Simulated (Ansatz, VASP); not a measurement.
## One calculation of CaF2, two programs

```
Ca F
1.0
     0.00000    2.71959    2.71959
     2.71959    0.00000    2.71959
     2.71959    2.71959    0.00000
Ca F
1 2
Direct
  0.00000 0.00000 0.00000
  0.25000 0.25000 0.25000
  0.75000 0.75000 0.75000
```

The cell was built by a generator and needn't be a form met in nature.

Alike in both runs: task single point; functional PBE; k mesh 8 × 8 × 8; occupations fermi-dirac, width 0.02 eV; no spin polarisation.

```csv
,VASP,Ansatz
version,VASP 6.6.1,Ansatz 0.2.0
potentials or method,"VASP PAW PBE potentials, release 64 (Ca_sv, F)","plane waves, PAW"
plane-wave cutoff (eV),520,420
valence electrons in the cell,24,24
```

VASP gave:

- gap on the k mesh at the Fermi level (eV): 7.35
- pressure (GPa): 3.6

Estimate Ansatz's values.

gap on the k mesh at the Fermi level (eV): 7.38; pressure (GPa): 3.3.

The functional is the same, so the differences come from potentials, cutoffs and numerics.

A k mesh can miss the band edges.
